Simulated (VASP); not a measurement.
# HgS (F-43m) in VASP: a series of runs, part 2 of 2

VASP 6.6.1.

## Step 5: Relaxation of cell and atoms, PBE

This run uses another cell than the first one, of 26.99 Å³/atom, 1.078 times its volume.

INCAR reads:

```
SYSTEM = HgS
ALGO = Normal ; EDIFF = 1E-7
EDIFFG = -0.005 ; ENCUT = 600
GGA = PE ; IBRION = 2
ISIF = 3 ; ISMEAR = 0
LASPH = .TRUE. ; LCHARG = .FALSE.
LREAL = .FALSE. ; LWAVE = .FALSE.
NELM = 80 ; NSW = 90
PREC = Accurate ; SIGMA = 0.03
```

KPOINTS reads:

```
k-points
0
G
  10 10 10
  0 0 0
```

POSCAR reads:

```
HgS                                     
1.0
   -0.0000000000      2.9997860588      2.9997860588
    2.9997860588      0.0000000000      2.9997860588
    2.9997860588      2.9997860588      0.0000000000
  Hg              S             
     1     1
Direct
     0.0000000000000000    0.0000000000000000    0.0000000000000000
     0.2500000000000000    0.2500000000000000    0.2500000000000000
```

Potentials or basis: VASP PAW PBE potentials, release 64 (Hg, S).

The run is started by

```sh
> cat potpaw_PBE.64/Hg/POTCAR potpaw_PBE.64/S/POTCAR > POTCAR
> mpirun -np 1 vasp_std > vasp.out
```

OUTCAR:

```text
SYSTEM = HgS
   EDIFF = 1E-7
   EDIFFG = -0.005
   ENCUT = 600
   GGA = PE
   IBRION = 2
   ISIF = 3
   ISMEAR = 0
   LASPH = .TRUE.
   LREAL = .FALSE.
   NELM = 80
   NSW = 90
   PREC = Accurate

 ion  position               nearest neighbor table
   1  0.000  0.000  0.000-   2 2.60   2 2.60   2 2.60   2 2.60
   2  0.250  0.250  0.250-   1 2.60   1 2.60   1 2.60   1 2.60

  LATTYP: Found a face centered cubic cell.
 ALAT       =     5.9995721176

  Lattice vectors:

 A1 = (   0.0000000000,   2.9997860588,   2.9997860588)
 A2 = (   2.9997860588,   0.0000000000,   2.9997860588)
 A3 = (   2.9997860588,   2.9997860588,   0.0000000000)

Analysis of symmetry for initial positions (statically):
=====================================================================
 Subroutine PRICEL returns:
 Original cell was already a primitive cell.

 Routine SETGRP: Setting up the symmetry group for a
 face centered cubic supercell.

 Subroutine GETGRP returns: Found 24 space group operations
 (whereof 24 operations were pure point group operations)
 out of a pool of 48 trial point group operations.

The static configuration has the point symmetry T_d .

Analysis of symmetry for dynamics (positions and initial velocities):
=====================================================================
 Subroutine PRICEL returns:
 Original cell was already a primitive cell.

 Routine SETGRP: Setting up the symmetry group for a
 face centered cubic supercell.

 Subroutine GETGRP returns: Found 24 space group operations
 (whereof 24 operations were pure point group operations)
 out of a pool of 48 trial point group operations.

The dynamic configuration has the point symmetry T_d .

 Subroutine INISYM returns: Found 24 space group operations
 (whereof 24 operations are pure point group operations),
 and found     1 'primitive' translations

----------------------------------------------------------------------------------------

                                     Primitive cell

[... 168 lines left out ...]

  FREE ENERGIE OF THE ION-ELECTRON SYSTEM (eV)
  ---------------------------------------------------
  free  energy   TOTEN  =        -4.5558663603 eV

  energy  without entropy=       -4.5558200709  energy(sigma->0) =       -4.55584322

--------------------------------------- Ionic step        2  -------------------------------------------

 number of electron      18.0000002 magnetization

 Free energy of the ion-electron system (eV)
  ---------------------------------------------------
  ext. energy  EPLUGINS =         0.00000000
  ---------------------------------------------------
  free energy    TOTEN  =        -4.55587988 eV

  energy without entropy =       -4.55583359  energy(sigma->0) =       -4.55585673

 E-fermi :   1.3887     XC(G=0):  -8.9327

 val. band max:        1.3795987947   @ k =   0.0000   0.0000   0.0000
 cond. band min:       1.9497900287   @ k =   0.1000   0.0000   0.0000
 fundamental gap:      0.5701912340
 Fermi energy:         1.3887370649

 k-point     1 :       0.0000    0.0000    0.0000
  band No.  band energies     occupation
      1     -11.3491      2.00000
      2      -5.2672      2.00000
      3      -5.2672      2.00000
      4      -5.2672      2.00000
      5      -4.5051      2.00000
      6      -4.5051      2.00000
      7       0.8347      2.00000
      8       1.3796      1.33338
      9       1.3796      1.33338
     10       1.3796      1.33337
     11       7.5118      0.00000
     12       7.5118      0.00000
     13       7.5118      0.00000
[... 354 lines left out ...]
  band No.  band energies     occupation
      1     -10.8638      2.00000
      2      -5.1185      2.00000
      3      -4.8852      2.00000
      4      -4.8628      2.00000
      5      -4.4467      2.00000
      6      -4.4073      2.00000
      7      -2.3669      2.00000
      8      -0.3397      2.00000
      9      -0.2060      2.00000
     10       4.3122      0.00000
     11       5.4099      0.00000
     12       9.0870      0.00000
     13       9.8673      0.00000

 [... further k-points ...]
[... 5 lines left out ...]
  --------------------------------------------------------------------------------------
  -------------------------------------------------------------------------------------
  Total       -0.0050681     -0.0050681     -0.0050681     -0.0000000      0.0000000     -0.0000000
  in kB       -0.1501746     -0.1501746     -0.1501746     -0.0000000      0.0000000     -0.0000000
  external PRESSURE =      -0.1501746 kB  Pullay stress =       0.0000000 kB

 VOLUME and BASIS-vectors are now :
 -----------------------------------------------------------------------------
  energy-cutoff  :      600.00
  volume of cell :       54.07
      direct lattice vectors                 reciprocal lattice vectors
     0.000000000  3.001295743  3.001295743    -0.166594712  0.166594712  0.166594712
     3.001295743  0.000000000  3.001295743     0.166594712 -0.166594712  0.166594712
     3.001295743  3.001295743  0.000000000     0.166594712  0.166594712 -0.166594712

 POSITION                                       TOTAL-FORCE (eV/Angst)
 -----------------------------------------------------------------------------------
      6.00259      3.00130      3.00130        -0.000000     -0.000000     -0.000000
      1.50065      1.50065      1.50065         0.000000      0.000000      0.000000
 -----------------------------------------------------------------------------------
    total drift:                               -0.000000     -0.000000     -0.000000

  FREE ENERGIE OF THE ION-ELECTRON SYSTEM (eV)
  ---------------------------------------------------
  free  energy   TOTEN  =        -4.5558798754 eV

  energy  without entropy=       -4.5558335854  energy(sigma->0) =       -4.55585673

 reached required accuracy - stopping structural energy minimisation
```

Wall time 84 s (1 thread of Intel Xeon Platinum 8259CL at 2.50GHz (Skylake/Cascade Lake), shared host); peak memory 0.23 GiB.

Results:

- Free energy: -4.5559 eV
- Relaxed volume: 27.04 Å³/atom
- Relaxed cell: a = 4.244 Å, b = 4.244 Å, c = 4.244 Å, α = 60.00°, β = 60.00°, γ = 60.00°
- Space group after relaxing (to 0.05 Å): F-43m (No. 216)
- Energy gained by relaxing: 0.0 meV/atom
- Ionic steps: 2
- Pressure after relaxing: 0.0 GPa
- Band gap on the k mesh: none (metal or under the smearing width)

Final structure:
```xyz
2
Lattice="0.0000 3.0013 3.0013 3.0013 0.0000 3.0013 3.0013 3.0013 0.0000" Properties=species:S:1:pos:R:3 pbc="T T T"
Hg    6.0026    3.0013    3.0013
S     1.5006    1.5006    1.5006
```

Spin-orbit coupling is left out, which matters for the levels of Hg.
